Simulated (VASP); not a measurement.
The system is GaP.

```
Ga P
1.0
     0.00000    2.55854    2.55854
     2.55854    0.00000    2.55854
     2.55854    2.55854    0.00000
Ga P
1 1
Cartesian
  0.0000 0.0000 0.0000
  2.5585 2.5585 2.5585
```

The cell was built by a generator and needn't be a form met in nature.

Base run:

| Item | Value |
| --- | --- |
| Program | VASP 6.6.1 |
| Functional | r2SCAN |
| Potentials or basis | VASP PAW PBE potentials, release 64 (Ga_d, P) |
| Cutoff | 520 eV |
| k mesh | 6 × 6 × 6 |
| Occupations | fermi-dirac, width 0.02 eV |
| Spin | no spin polarisation |

Its results: band gap on the k mesh none (metal or under the smearing width); pressure 0.0 GPa.

Problem. The run is repeated on the same cell with these changes: functional from r2SCAN to HSE06; k mesh from 6 × 6 × 6 to 4 × 4 × 4. What comes out?

Solution. Band gap on the k mesh none (metal or under the smearing width); pressure 0.5 GPa.

Several settings changed at once, so the effect can't be laid on one alone.

Caveats: some runs use coarse meshes; the PAW data sets were made with another functional, which shifts forces and pressure a little.
